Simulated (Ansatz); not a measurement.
# Structural relaxation of generalised stacking fault on (111) (glide set) of a GaP-AlP solid solution (72 atoms)

Aim: bring generalised stacking fault on (111) (glide set) of a GaP-AlP solid solution (72 atoms) to a nearby minimum of the energy and see what moves.

Calculated with Ansatz 0.2.0; Kohn-Sham DFT, PBE, PAW (set soft_2), plane waves.

Report form: the programs' logs are mostly left out.

## (1) Set-up

The cell holds 72 atoms: 18 Al, 36 P and 18 Ga. Its edges and angles: a = 6.683 Å, b = 11.576 Å, c = 19.136 Å, α = 90.0°, β = 86.7°, γ = 90.0°. It derives from GaP and AlP. Zinc-blende GaP lattice (a = 5.4569 Å, the value set for the mixture), cell with z along [111], 1 x 3 x 2 periods; the third cell vector is tilted by 0.167 of 1/2[11-2] and lengthened by 0.2 Å, so the cell holds one fault (glide set); displaced by a Gaussian of 0.01 Å; 18 of 36 Ga sites given to Al at random (lattice constant by Vegard's rule between GaP and AlP).

Before any run, some limits are plain. Atoms were free to move along the slip, so the relaxation can undo part or all of it. The host structure and its lattice constant were typed by rule, without a check against the phase diagram.

## (2) Single point at the start

The forces at the start show how far the geometry lies from a minimum of this functional.

Contents of input.yaml:

```yaml
crystal:
  lattice:
    - [6.68331, 0.0, 0.0]
    - [0.0, 11.57583, 0.0]
    - [1.11391, 0.0, 19.10326]
  atoms:
    - { symbol: Al, position: [0.49646, 0.16469, 0.0197] }
    - { symbol: P, position: [0.47929, 0.16679, 0.14378] }
    - { symbol: Ga, position: [0.80102, 0.16707, 0.18567] }
    - { symbol: P, position: [0.78445, 0.16841, 0.30947] }
    - { symbol: Ga, position: [0.9976, 0.00086, 0.0202] }
    - { symbol: P, position: [0.97189, 0.99994, 0.14529] }
    - { symbol: Al, position: [0.30332, 0.00026, 0.18533] }
    - { symbol: P, position: [0.28099, 0.99992, 0.30897] }
[... 60 atom lines left out ...]
    - { symbol: Ga, position: [0.02698, 0.50025, 0.84606] }
    - { symbol: P, position: [0.00406, 0.49922, 0.97104] }
    - { symbol: Al, position: [0.0288, 0.83486, 0.84413] }
    - { symbol: P, position: [0.00471, 0.83301, 0.96964] }
kpoints:
  mp_grid: { grid: [2, 1, 1] }
hamiltonian:
  xc: pbe
scf:
  occupations: { method: gaussian, width: 0.05 }
output:
  forces: true
  stress: true
  populations: true
  dos:
    method: { smearing: { sigma: 0.1 } }
    de: 0.1
    projected: { site_lists: { Al: [Al], Ga: [Ga], P: [P] } }
  eigenvalues: true
```

Launch:

```console
$ ansatz run input.yaml --threads 4 --pin off --max-ram 8192MiB --backend cpu --events-out ev --progress --plain --runs-dir out
```

It took 49 s on 4 threads of Arm Neoverse V1, shared host; peak memory 4.5 GiB; 3.2 min of CPU time.

Numbers from this run:

```
free energy                                      : -105001.5849 eV
free energy per atom                             : -1458.3553 eV/atom
SCF cycles                                       : 9
pressure                                         : 3.363 GPa
r.m.s. force component                           : 0.3284 eV/Å
longest force                                    : 1.552 eV/Å
Fermi energy                                     : 7.294 eV
gap (highest filled to lowest empty level) : 0.4698 eV
spilling of the projection                       : 0.004516
```

The r.m.s. force component of 0.33 eV/Å and the pressure of 3.4 GPa set the starting point.

Neighbours are counted within 2.77 Å (P-Al), 2.77 Å (P-Ga).

Length of the force by element and coordination:

| element | coordination | atoms | mean length of the force (eV/Å) | spread | least | most |
| --- | --- | --- | --- | --- | --- | --- |
| Al | all | 18 | 0.416 | 0.388 | 0.0973 | 1.35 |
| Al | 3 | 3 | 1.24 | 0.0993 | 1.11 | 1.35 |
| Al | 4 | 15 | 0.251 | 0.120 | 0.0973 | 0.538 |
| Ga | all | 18 | 0.396 | 0.352 | 0.127 | 1.29 |
| Ga | 3 | 3 | 1.15 | 0.1 | 1.04 | 1.29 |
| Ga | 4 | 15 | 0.244 | 0.0935 | 0.127 | 0.457 |
| P | all | 36 | 0.445 | 0.384 | 0.0997 | 1.55 |
| P | 3 | 6 | 1.26 | 0.212 | 0.944 | 1.55 |
| P | 4 | 30 | 0.283 | 0.101 | 0.0997 | 0.513 |

## (3) Relaxation

With the cell held, the atoms are moved downhill towards a nearby minimum.

input.yaml, the sections that differ from step 2:

```yaml
output:
  forces: true
relax:
  f_tol: 0.05
  max_steps: 71
# crystal, kpoints, hamiltonian, scf: as in step 2
```

It took 2.5 min on 4 threads; peak memory 4.5 GiB; 9.6 min of CPU time.

Relaxation path:

| step | energy less that of the first step (eV) | largest force component (eV/Å) |
| --- | --- | --- |
| 1 | 0.0000 | 1.5406 |
| 2 | -0.5228 | 0.3378 |
| 3 | -0.8143 | 0.5978 |
| 4 | -2.5918 | 1.2569 |
| 5 | -5.2720 | 1.2059 |
| 6 | -6.6674 | 0.4931 |
| 7 | -6.7664 | 0.0426 |
| 8 | -6.7664 | 0.0426 |

The atoms that moved most (Å):

| atom | dx | dy | dz | length |
| --- | --- | --- | --- | --- |
| P56 | 0.567 | -0.009 | 0.094 | 0.575 |
| P70 | 0.563 | 0.009 | 0.050 | 0.565 |
| P72 | 0.559 | 0.002 | 0.073 | 0.564 |
| Ga5 | -0.548 | -0.011 | -0.083 | 0.554 |
| P68 | 0.544 | -0.005 | 0.107 | 0.554 |
| Al15 | -0.544 | 0.003 | -0.105 | 0.554 |
| P32 | 0.545 | 0.010 | 0.089 | 0.552 |
| Ga37 | -0.543 | -0.005 | -0.097 | 0.552 |

The relaxation changed the energy by -94.0 meV/atom, and atoms moved by 0.33 Å r.m.s., 0.57 Å at most.

## (4) Distances and neighbours after relaxation

Bonds before and after, by the cutoffs listed below:

| pair | bonds before | bonds after | mean before (Å) | mean after (Å) | spread before (Å) | spread after (Å) |
| --- | --- | --- | --- | --- | --- | --- |
| P-Al | 69 | 72 | 2.346 | 2.370 | 0.059 | 0.012 |
| P-Ga | 69 | 72 | 2.346 | 2.375 | 0.058 | 0.012 |

Density 3.21 g/cm³, 20.53 Å³ an atom.

Pair distribution functions g(r), in bins of 0.2 Å:

| r (Å) | total | P-P | P-Al | P-Ga | Al-Al | Al-Ga | Ga-Ga |
| --- | --- | --- | --- | --- | --- | --- | --- |
| 2.30 | 5.80 | 0.00 | 11.60 | 11.60 | 0.00 | 0.00 | 0.00 |
| 2.50 | 0.00 | 0.00 | 0.00 | 0.00 | 0.00 | 0.00 | 0.00 |
| 2.70 | 0.00 | 0.00 | 0.00 | 0.00 | 0.00 | 0.00 | 0.00 |
| 2.90 | 0.00 | 0.00 | 0.00 | 0.00 | 0.00 | 0.00 | 0.00 |
| 3.10 | 0.00 | 0.00 | 0.00 | 0.00 | 0.00 | 0.00 | 0.00 |
| 3.30 | 0.00 | 0.00 | 0.00 | 0.00 | 0.00 | 0.00 | 0.00 |
| 3.50 | 0.00 | 0.00 | 0.00 | 0.00 | 0.00 | 0.00 | 0.00 |
| 3.70 | 0.00 | 0.00 | 0.00 | 0.00 | 0.00 | 0.00 | 0.00 |
| 3.90 | 6.38 | 12.66 | 0.00 | 0.00 | 11.61 | 14.02 | 11.61 |
| 4.10 | 0.15 | 0.39 | 0.00 | 0.00 | 0.22 | 0.22 | 0.22 |
| 4.30 | 0.14 | 0.00 | 0.19 | 0.38 | 0.00 | 0.00 | 0.00 |
| 4.50 | 3.10 | 0.00 | 6.29 | 6.11 | 0.00 | 0.00 | 0.00 |
| 4.70 | 1.51 | 0.00 | 3.03 | 3.02 | 0.00 | 0.00 | 0.00 |
| 4.90 | 0.00 | 0.00 | 0.00 | 0.00 | 0.00 | 0.00 | 0.00 |
| 5.10 | 0.00 | 0.00 | 0.00 | 0.00 | 0.00 | 0.00 | 0.00 |
| 5.30 | 0.57 | 1.15 | 0.00 | 0.00 | 1.02 | 1.28 | 1.02 |
| 5.50 | 1.05 | 2.10 | 0.00 | 0.00 | 2.23 | 1.99 | 2.23 |
| 5.70 | 0.00 | 0.00 | 0.00 | 0.00 | 0.00 | 0.00 | 0.00 |
| 5.90 | 2.32 | 0.00 | 4.64 | 4.64 | 0.00 | 0.00 | 0.00 |
| 6.10 | 0.44 | 0.00 | 0.87 | 0.87 | 0.00 | 0.00 | 0.00 |
| 6.30 | 0.00 | 0.00 | 0.00 | 0.00 | 0.00 | 0.00 | 0.00 |
| 6.50 | 0.75 | 1.49 | 0.00 | 0.00 | 1.59 | 1.43 | 1.59 |
| 6.70 | 2.21 | 4.43 | 0.00 | 0.00 | 4.74 | 4.08 | 4.74 |
| 6.90 | 2.08 | 2.79 | 1.36 | 1.36 | 2.71 | 2.87 | 2.71 |
| 7.10 | 1.13 | 0.00 | 2.25 | 2.25 | 0.00 | 0.00 | 0.00 |
| 7.30 | 0.78 | 0.00 | 1.56 | 1.56 | 0.00 | 0.00 | 0.00 |
| 7.50 | 0.00 | 0.00 | 0.00 | 0.00 | 0.00 | 0.00 | 0.00 |
| 7.70 | 1.38 | 2.75 | 0.00 | 0.00 | 2.38 | 3.12 | 2.38 |

Bonds by pair of elements; cutoffs follow the first minimum of g(r), held within bounds set by covalent radii, and pairs that aren't listed don't count as bonded:

| pair A-B | cutoff (Å) | bonds | mean length (Å) | spread (Å) | shortest (Å) | B about A | A about B |
| --- | --- | --- | --- | --- | --- | --- | --- |
| P-Al | 2.77 | 72 | 2.37 | 0.012 | 2.35 | 2 | 4 |
| P-Ga | 2.77 | 72 | 2.38 | 0.012 | 2.36 | 2 | 4 |

How many atoms have how many bonded neighbours:

| element | mean | 4 |
| --- | --- | --- |
| Al | 4 | 18 |
| Ga | 4 | 18 |
| P | 4 | 36 |

Bond angles, per cent of each kind in bins of 5°:

| angle (°) | Al-P-Ga | P-Al-P | P-Ga-P | Al-P-Al | Ga-P-Ga |
| --- | --- | --- | --- | --- | --- |
| 105–110 | 83.1 | 82.4 | 83.3 | 77.6 | 83.7 |
| 110–115 | 16.9 | 17.6 | 16.7 | 22.4 | 16.3 |

Bond angles (no mean is given where the spread exceeds 20°):

| angle | count | mean (°) | spread (°) |
| --- | --- | --- | --- |
| Al-P-Ga | 118 | 110 | 2 |
| P-Al-P | 108 | 110 | 2.1 |
| P-Ga-P | 108 | 110 | 2 |
| Al-P-Al | 49 | 110 | 2.1 |
| Ga-P-Ga | 49 | 109 | 1.9 |

Rings of the network by King's shortest-path rule, up to 12 atoms, one path for each pair of neighbours; H, halogens, alkali and alkaline-earth atoms are left out, and the last column divides by all other atoms, bonded or not:

| ring size (atoms) | rings | per network atom |
| --- | --- | --- |
| 6 | 139 | 1.93 |

Counting bonds as in the table, all Al atoms have 4, all Ga atoms have 4 and all P atoms have 4 bonded neighbours. The Al-P-Ga angle averages 110° with a spread of 2°. All rings counted have 6 atoms.

## (5) Single point at the relaxed geometry

One more single point at the end of the walk gives the fuller output and checks the residual forces.

Contents of input.yaml:

```yaml
crystal:
  lattice:
    - [6.68331, 0.0, 0.0]
    - [0.0, 11.57583, 0.0]
    - [1.11391, 0.0, 19.10326]
  atoms:
    - { symbol: Al, position: [0.41687, 0.16692, 0.01582] }
    - { symbol: P, position: [0.42065, 0.16665, 0.14005] }
    - { symbol: Ga, position: [0.74965, 0.16665, 0.18272] }
    - { symbol: P, position: [0.75227, 0.16646, 0.30714] }
    [... 62 atom lines left out ...]
    - { symbol: Ga, position: [0.58109, 0.66664, 0.84936] }
    - { symbol: P, position: [0.58655, 0.66647, 0.97384] }
    - { symbol: Ga, position: [0.08109, 0.49994, 0.84939] }
    - { symbol: P, position: [0.08785, 0.49997, 0.97368] }
    - { symbol: Al, position: [0.08122, 0.83353, 0.84939] }
    - { symbol: P, position: [0.08772, 0.83316, 0.97347] }
kpoints:
  mp_grid: { grid: [2, 1, 1] }
hamiltonian:
  xc: pbe
scf:
  occupations: { method: gaussian, width: 0.05 }
output:
  forces: true
  stress: true
  populations: intrinsic
  dos:
    method: { smearing: { sigma: 0.15 } }
    de: 0.1
    projected: { site_lists: { Al: [Al], Ga: [Ga], P: [P] } }
  eigenvalues: true
  write_density: true
  write_potential: true
  volumetric_format: npy
```

The job ended after 56 s (4 threads; peak memory 4.5 GiB).

Numbers from this run:

```
free energy                                      : -105008.3513 eV
free energy per atom                             : -1458.4493 eV/atom
SCF cycles                                       : 9
pressure                                         : 1.543 GPa
r.m.s. force component                           : 0.00757 eV/Å
longest force                                    : 0.04294 eV/Å
Fermi energy                                     : 6.678 eV
gap (highest filled to lowest empty level) : 1.208 eV
```

Intrinsic-atomic-orbital charges by element:

| element | coordination | atoms | mean charge (e) | spread | least | most |
| --- | --- | --- | --- | --- | --- | --- |
| Al | all | 18 | 0.377 | 0.0016 | 0.373 | 0.379 |
| Ga | all | 18 | 0.0357 | 0.0015 | 0.0328 | 0.0384 |
| P | all | 36 | -0.206 | 0.0756 | -0.383 | -0.116 |

Charge against the make-up of the first shell:

| Ga neighbours of P | atoms | mean charge (e) |
| --- | --- | --- |
| 0 | 1 | -0.383 |
| 1 | 10 | -0.295 |
| 2 | 13 | -0.206 |
| 3 | 12 | -0.117 |

Density of states as counts of states in windows of 0.5 eV (from the Fermi level), total and the larger projections:

| from (eV) | to (eV) | total | P p | Ga p | Al p | Ga s | P s | Al s |
| --- | --- | --- | --- | --- | --- | --- | --- | --- |
| -10 | -9.5 | 3.0 | 0.0 | 0.5 | 0.4 | 0.0 | 2.0 | 0.0 |
| -9.5 | -7.5 | 0.0 | 0.0 | 0.0 | 0.0 | 0.0 | 0.0 | 0.0 |
| -7.5 | -7 | 0.7 | 0.3 | 0.0 | 0.1 | 0.3 | 0.0 | 0.0 |
| -7 | -6.5 | 15.1 | 6.8 | 0.6 | 0.7 | 5.7 | 0.6 | 0.6 |
| -6.5 | -6 | 16.4 | 8.0 | 0.8 | 0.8 | 3.5 | 0.8 | 2.4 |
| -6 | -5.5 | 13.7 | 7.1 | 0.7 | 0.6 | 1.3 | 1.0 | 2.8 |
| -5.5 | -5 | 10.6 | 5.7 | 0.6 | 0.5 | 0.6 | 1.1 | 2.0 |
| -5 | -4.5 | 7.6 | 4.2 | 0.8 | 0.6 | 0.4 | 0.7 | 0.7 |
| -4.5 | -4 | 17.4 | 10.4 | 2.9 | 2.7 | 0.3 | 0.5 | 0.4 |
| -4 | -3.5 | 19.1 | 11.5 | 2.5 | 2.4 | 0.6 | 0.9 | 1.0 |
| -3.5 | -3 | 13.7 | 8.9 | 2.2 | 2.0 | 0.1 | 0.1 | 0.2 |
| -3 | -2.5 | 33.4 | 22.1 | 5.0 | 4.7 | 0.4 | 0.4 | 0.5 |
| -2.5 | -2 | 29.3 | 20.8 | 4.0 | 3.7 | 0.2 | 0.1 | 0.2 |
| -2 | -1.5 | 19.7 | 14.6 | 2.3 | 2.0 | 0.1 | 0.2 | 0.2 |
| -1.5 | -1 | 13.8 | 11.0 | 1.4 | 1.0 | 0.0 | 0.1 | 0.0 |
| -1 | -0.5 | 5.0 | 4.3 | 0.4 | 0.2 | 0.0 | 0.0 | 0.0 |
| -0.5 | 0 | 0.3 | 0.2 | 0.0 | 0.0 | 0.0 | 0.0 | 0.0 |
| 0 | 0.5 | 0.1 | 0.0 | 0.0 | 0.0 | 0.0 | 0.0 | 0.0 |
| 0.5 | 1 | 0.9 | 0.1 | 0.2 | 0.2 | 0.1 | 0.2 | 0.0 |
| 1 | 1.5 | 7.4 | 1.3 | 1.0 | 1.5 | 1.4 | 1.1 | 0.3 |
| 1.5 | 2 | 21.1 | 3.5 | 3.2 | 4.2 | 3.3 | 3.3 | 1.2 |
| 2 | 2.5 | 21.7 | 4.4 | 3.1 | 3.5 | 2.8 | 2.7 | 1.8 |
| 2.5 | 3 | 20.6 | 4.4 | 3.0 | 2.7 | 1.4 | 2.3 | 3.2 |

Between -16 and -10 eV lie 249 more states.

The levels nearest the highest filled one (over half full), pooled over k-points and spins:

| level less the highest filled one (eV) | occupation |
| --- | --- |
| -0.392 | 2 |
| -0.365 | 2 |
| -0.357 | 2 |
| -0.313 | 2 |
| -0.0556 | 2 |
| 0 | 2 |
| 1.21 | 0 |
| 1.80 | 0 |
| 1.95 | 0 |
| 1.99 | 0 |
| 2.02 | 0 |
| 2.03 | 0 |

Valence density in the ca plane at fractional y = 0.000, with atoms of Ga and P and Al within 0.2 Å of it. It is the smooth field of the valence electrons, not physical close to the nuclei.

Ten steps, logarithmic in the rise over the least value, from '0' (0 e/Å³) to '9' (38 e/Å³), each cell a mean:
```
11100000000000001488411210111000000000000013
11100000000000001499521210111000000000000014
21100000000000001266311121211000000000000012
11000000000000001122100111110000000000000011
00000000011000011111000000000000000110000112
00000000133211122221000000000000001332111222
00000001378521221121000000000000002685212211
00000001389721210011000000000000013897212200
00000000256411121121000000000000002464111211
00000001122110111110000000000000011121100111
00000011111000000000000000000000111110000000
00001122221000000000000000000011122210000000
00001221111000000000000000000011211110000000
00001221011000000000000000000012210110000000
00001121121000000000000000000011211210000000
11000011111000000000000001110000111110000000
11000000000000000011000111110000001000000000
21100000000000000133111122211000000000000001
```
Columns run along c (16.0 Å, from fractional 0.16 to 1.00 of the cell), rows up along a (6.7 Å). Atoms in or near the plane, at fractional coordinates: Al at (0.18, 0.25), P at (0.31, 0.25), Ga at (0.35, 0.58), P at (0.47, 0.58), Ga at (0.52, 0.91), P at (0.64, 0.92), Al at (0.68, 0.25), P at (0.81, 0.25), Ga at (0.85, 0.58), P at (0.97, 0.59).

Electrostatic potential energy in the ca plane at fractional y = 0.000, with atoms of Ga and P and Al within 0.2 Å of it. With pseudopotentials it is smooth inside the atoms' cores, unlike the true potential.

Ten even steps from '0' (-53 eV) to '9' (10 eV), each cell a mean:
```
55578600048999999999999986555687300279999999
55578600038999999999999986555687200179999999
55678741268999999999999997555688511489999999
77789987789999999999999998767899876899999999
88999999999999999888999988889999999999999998
78999999999999998666799743589999999999999987
38999999999999996555688400169999999999999975
27999999999999996555678300069999999999999975
58999999999999997655688621379999999999999986
89999999999999998777899876799999999999999998
99999999888899988889999999999999998888999888
99999998766789743589999999999999987666898534
99999997687688500158999999999999986787787200
99999997688678500058999999999999986787687100
99999998677688731269999999999999987676788411
99999998877899976789999999999999998777899876
88899988888999999999999999888999988889999999
66789853479999999999999997656898633689999999
```
Columns run along c (16.0 Å, from fractional 0.00 to 0.84 of the cell; values clipped at the 3rd and 97th percentile), rows up along a (6.7 Å). Atoms in or near the plane, at fractional coordinates: Ga at (0.02, 0.92), P at (0.14, 0.92), Al at (0.18, 0.25), P at (0.31, 0.25), Ga at (0.35, 0.58), P at (0.47, 0.58), Ga at (0.52, 0.91), P at (0.64, 0.92), Al at (0.68, 0.25), P at (0.81, 0.25).

Mean intrinsic-atomic-orbital charges: Al +0.38, Ga +0.04, P -0.21 e. Charges this small depend on the projection, at times even in sign. The charge on P changes by +0.089 e for each Ga neighbour that takes the place of another kind, on average.

Local excerpt of 15 atoms (numbers count through the whole input) about Ga23, picked at random; x, y, z are measured from there.

| atom | x | y | z | distance (Å) | bonds | intrinsic-atomic-orbital charge (e) |
| --- | --- | --- | --- | --- | --- | --- |
| Ga23 | 0.00 | 0.00 | 0.00 | 0.00 | 4 | 0.04 |
| P10 | 1.10 | -1.93 | -0.80 | 2.36 | 4 | -0.12 |
| P20 | 1.10 | 1.93 | -0.81 | 2.37 | 4 | -0.29 |
| P24 | 0.16 | 0.00 | 2.38 | 2.39 | 4 | -0.29 |
| P22 | -2.25 | 0.00 | -0.81 | 2.39 | 4 | -0.12 |
| Al29 | -0.92 | -1.93 | 3.18 | 3.84 | 4 | 0.37 |
| Al51 | -0.92 | 1.93 | 3.18 | 3.84 | 4 | 0.38 |
| Ga9 | 0.94 | -1.93 | -3.18 | 3.84 | 4 | 0.04 |
| Al19 | 0.94 | 1.93 | -3.19 | 3.84 | 4 | 0.38 |
| Ga27 | -3.34 | -1.93 | 0.00 | 3.85 | 4 | 0.04 |
| Al49 | -3.34 | 1.93 | 0.00 | 3.86 | 4 | 0.38 |
| Al45 | 0.01 | 3.86 | -0.01 | 3.86 | 4 | 0.38 |
| Al59 | 0.01 | -3.86 | 0.00 | 3.86 | 4 | 0.38 |
| Ga27 | 3.35 | -1.93 | 0.00 | 3.86 | 4 | 0.04 |
| Al49 | 3.35 | 1.93 | 0.00 | 3.86 | 4 | 0.38 |

The column of bonds counts only the pairs P-Al within 2.77 Å, P-Ga within 2.77 Å; other neighbours, such as metal atoms beside each other in a compound, aren't counted, and periodic images can show an atom twice.

## (6) Results

```
energy change in the relaxation                  : -93.98 meV/atom
r.m.s. displacement                              : 0.33 Å
largest displacement                             : 0.575 Å
free energy per atom                             : -1458.4493 eV/atom
density                                          : 3.209 g/cm³
pressure                                         : 1.543 GPa
r.m.s. force component                           : 0.00757 eV/Å
gap (highest filled to lowest empty level) : 1.208 eV
wall time of the 3 DFT runs                      : 4.2 min
```

What this shows: Relaxation lowers the energy by 94.0 meV/atom and moves atoms by 0.33 Å r.m.s.; the r.m.s. force component goes from 0.33 to 0.0076 eV/Å, the pressure goes from 3.4 to 1.5 GPa, and the gap from 0.470 to 1.21 eV. By the final cutoffs 0 of 138 bonded pairs parted and 6 joined. Afterwards all atoms of each element have one and the same coordination, so bonds have reconnected across the defect, which no longer shows in the counts. Layers on the two sides of the fault moved in opposite directions along the plane, so much of the imposed slip has spread into a shear of the crystal. First to last step the energy falls by 6.766 eV; the largest move, 0.57 Å, is that of P56, with 2 other atoms within 2 % of it. The P-Ga bonds go from 2.346 Å (spread 0.058) to 2.375 Å (spread 0.012), and their number from 69 to 72. Counting bonds as in the table, all Al atoms have 4, all Ga atoms have 4 and all P atoms have 4 bonded neighbours. The highest filled and lowest empty levels differ by 1.21 eV on the run's k-points; the mesh holds the band edges only if they fold onto it, so the gap at this level can be narrower or closed, while semilocal functionals tend to narrow gaps against experiment.

What to keep in mind: The stress is far from hydrostatic: its diagonal is 0.4, 4.1, 0.2 GPa, compression counted positive. Atoms were free to move along the slip, so the relaxation can undo part or all of it. The pressure of 1.5 GPa says that the cell would expand at this level of theory.

[Logs are printed without paths, hosts, clocks, repeated set-up lines and the standing remarks that a program may print on its own settings, such as how far it seeks lower states.]

[Hosts, paths, dates, database ids (printed as entryN), source tags and the programs' standing remarks are cut or masked in the printed files.]
